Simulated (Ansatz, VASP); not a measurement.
One calculation of C35N (a cell with a defect) (Graphite 2H), two programs

```xyz
36
Lattice="7.4100 0.0000 0.0000 -3.7050 6.4172 0.0000 0.0000 0.0000 6.7900" Properties=species:S:1:pos:R:3 pbc="T T T"
N     0.0000    0.0000    0.0000
C    -1.2350    2.1391    0.0000
C    -2.4700    4.2782    0.0000
C     2.4700    0.0000    0.0000
C     1.2350    2.1391    0.0000
C     0.0000    4.2782    0.0000
C     4.9400    0.0000    0.0000
C     3.7050    2.1391    0.0000
C     2.4700    4.2782    0.0000
C     0.0000    0.0000    3.3950
C    -1.2350    2.1391    3.3950
C    -2.4700    4.2782    3.3950
C     2.4700    0.0000    3.3950
C     1.2350    2.1391    3.3950
C     0.0000    4.2782    3.3950
C     4.9400    0.0000    3.3950
C     3.7050    2.1391    3.3950
C     2.4700    4.2782    3.3950
C     0.0000    1.4261    0.0340
C    -1.2350    3.5651    0.0340
C    -2.4700    5.7042    0.0340
C     2.4700    1.4261    0.0340
C     1.2350    3.5651    0.0340
C     0.0000    5.7042    0.0340
C     4.9400    1.4261    0.0340
C     3.7050    3.5651    0.0340
C     2.4700    5.7042    0.0340
C     1.2350    0.7130    3.4289
C     0.0000    2.8521    3.4289
C    -1.2350    4.9912    3.4289
C     3.7050    0.7130    3.4289
C     2.4700    2.8521    3.4289
C     1.2350    4.9912    3.4289
C     6.1750    0.7130    3.4289
C     4.9400    2.8521    3.4289
C     3.7050    4.9912    3.4289
```

Alike in both runs: task electric field gradients; functional PBE; k mesh 3 × 3 × 3; occupations fermi-dirac, width 0.01 eV; collinear spin.

|  | VASP | Ansatz |
| --- | --- | --- |
| version | VASP 6.6.1 | Ansatz 0.2.0 |
| potentials or method | VASP PAW PBE potentials, release 64 (N, C) | plane-wave PAW, scalar-relativistic |
| plane-wave cutoff (eV) | 520 | 420 |
| valence electrons in the cell | 145 | 145 |

|  | VASP | Ansatz | Ansatz less VASP |
| --- | --- | --- | --- |
| pressure (GPa) | -1.5 | -1.9 | -0.41 |
| largest component of the traceless stress (GPa) | 4.15 | 4.63 | +0.481 |
| rms of the force components (eV/Å) | 0.344 | 0.345 | +0.0010 |
| net moment per atom (μB) | 0.01 | 0.01 | 0.000 |
| Vzz of the field gradient on the site that differs most (V/Å²) | 31.2 | 23.7 | -7.46 |

Atom by atom the forces differ by 0.002 eV/Å (rms over components).
